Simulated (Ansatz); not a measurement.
# Is this LiF structure stable?

The cell was reached from a generator's guess, though it ends in a space group that the Crystallography Open Database lists for this formula.

All numbers below come from DFT PBE, scalar-relativistic, plane waves, PAW (Ansatz 0.2.0). The final run on the 2-atom cell used 420 eV, a Γ-centred 10×10×10 mesh, 0.02 eV smearing and no spin polarisation.

```cif
data_structure
_symmetry_space_group_name_H-M 'P 1'
_symmetry_Int_Tables_number 1
_cell_length_a 2.8765
_cell_length_b 2.8765
_cell_length_c 2.8765
_cell_angle_alpha 60.000
_cell_angle_beta 60.000
_cell_angle_gamma 60.000
_cell_volume 16.83
loop_
_atom_site_label
_atom_site_type_symbol
_atom_site_fract_x
_atom_site_fract_y
_atom_site_fract_z
_atom_site_occupancy
Li1 Li 0.00000 0.00000 0.00000 1
F1 F 0.50000 0.50000 0.50000 1
```

Energies over the elements count from the elements' standard structures at the same level (F₂ as a molecule), with no fitted energy shifts.

Problem. These tests were run: energy against the elements; phonons on a 4×4×4 q mesh; elastic tensor. What do they show?

Solution.

```json
{"test": "energy against the elements", "result": "−2.945 eV/atom"}
{"test": "phonons on a 4×4×4 q mesh", "result": "no imaginary mode on the mesh"}
{"test": "elastic tensor", "result": "least eigenvalue 60 GPa"}
```

It fails none of these tests. Whether a mixture of other phases lies lower isn't tested here.

The run for the phonons used a 12×12×12 k mesh. The run for the elastic tensor used a 12×12×12 k mesh.
